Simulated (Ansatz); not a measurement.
**TiSe2 (P-3m1): equation of state**

One table from this session's results is given with a row withheld; the runs are named, their logs left out.

A COD entry behind a cell of this session may itself be a prediction, so a difference from it is no test against experiment.

Method: DFT PBE, scalar-relativistic, plane waves, PAW, in Ansatz 0.2.0.

The runs add the D3(BJ) dispersion term to the functional named.

## The system as given

It takes space group P-3m1 (No. 164, trigonal). The conventional cell has a = 3.483 Å, b = 3.483 Å, c = 5.859 Å, α = 90.00°, β = 90.00°, γ = 120.00°. Ti (site symmetry -3m) is surrounded by 6 Se at 2.54 Å. Around Se (site symmetry 3m) lie 3 Ti at 2.54 Å.

As a file:

```
Ti Se
1.0
     3.48257    0.00000    0.00000
    -1.74129    3.01600    0.00000
     0.00000    0.00000    5.85933
Ti Se
1 2
Cartesian
  0.0000 0.0000 0.0000
  0.0000 2.0107 1.5524
  1.7413 1.0053 4.3070
```

An earlier run at PBE left this cell at 20.514 Å³/atom and 0.01 GPa (12×12×6 mesh).

Volume factors to run: 0.980, 1.020, 0.960, 1.040.

Set-up of the first run:

input.yaml

```yaml
crystal:
  lattice:
    - [3.4591982879, 0.0, 0.0]
    - [-1.7295991439, 2.995753594, 0.0]
    - [0.0, 0.0, 5.8200085847]
  atoms:
    - { symbol: Ti, position: [0.0, 0.0, 0.0] }
    - { symbol: Se, position: [0.3333333333, 0.6666666667, 0.2649363149] }
    - { symbol: Se, position: [0.6666666667, 0.3333333333, 0.7350636851] }
basis:
  ecutwfc: 420
  ecutrho_ratio: 4
kpoints:
  mp_grid: { grid: [12, 12, 6] }
hamiltonian:
  xc: pbe
  dispersion: d3bj
scf:
  occupations: { method: gaussian, width: 0.05 }
output:
  forces: true
  stress: true
  eigenvalues: true
relax:
  f_tol: 0.01
  max_steps: 40
  cell: { stress_tol: 0.1, fix: [volume] }
```

The run is started by

```bash
$ ansatz run input.yaml --threads 4 --pin off --max-ram 10240MiB --backend cpu --events-out ev --progress --plain --runs-dir out
```

Steps of the session up to this table: Scaling the volume by 0.980; At 1.020 of the relaxed volume; Volume × 0.960; Scaling the volume by 1.040.

One of the session's tables, all rows but one given; the rest of the session is left out.

```
volume (Å³/atom)  energy (meV/atom)  pressure (GPa)
          19.694               4.85            2.00
          20.104               1.14            0.91
          20.514               0.00            0.01
          20.925                  ?               ?
          21.335               3.71           -1.37
```

**Question.** Estimate the row for volume (Å³/atom) = 20.925.

Worked estimate for «energy (meV/atom)». A straight line through the neighbours (20.514, 0.00) and (21.335, 3.71) gives 0.00 + (3.71 − 0.00) × (20.925 − 20.514) / (21.335 − 20.514) = 1.86; a parabola fitted to 3 rows on both sides gives 0.86.

**Answer.** energy (meV/atom): 0.99; pressure (GPa): -0.76. In «energy (meV/atom)» the line misses by +0.87 and the parabola by -0.13.

volume (Å³/atom), energy (meV/atom) and a bar:
```
    19.69        4.8 ##############################
    20.10        1.1 #######
    20.51        0.0 
    20.92        1.0 ######
    21.33        3.7 #######################
```
